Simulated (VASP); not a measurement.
Crystal: BN.

```xyz
2
Lattice="0.0000 1.8130 1.8130 1.8130 0.0000 1.8130 1.8130 1.8130 0.0000" Properties=species:S:1:pos:R:3 pbc="T T T"
N     0.9065    0.9065    0.9065
B     0.0000    0.0000    0.0000
```

The cell is a database's computed one.

Program: VASP 6.6.1. Alike in all runs: task band structure; potentials or basis VASP PAW PBE potentials, release 64 (N, B); no spin polarisation; cell as given; k mesh 13 × 13 × 13; cutoff (eV) 520; smearing fermi-dirac 0.05 eV. Hardware: 1 thread of Intel(R) Xeon(R) Platinum 8259CL CPU @ 2.50GHz (Skylake/Cascade Lake), with other jobs on the host.

Q: Order these runs on this cell by their wall time, lowest first.
A. level BLYP
B. level rSCAN
C. level RPBE

A: C (11 s), A (24 s), B (88 s).
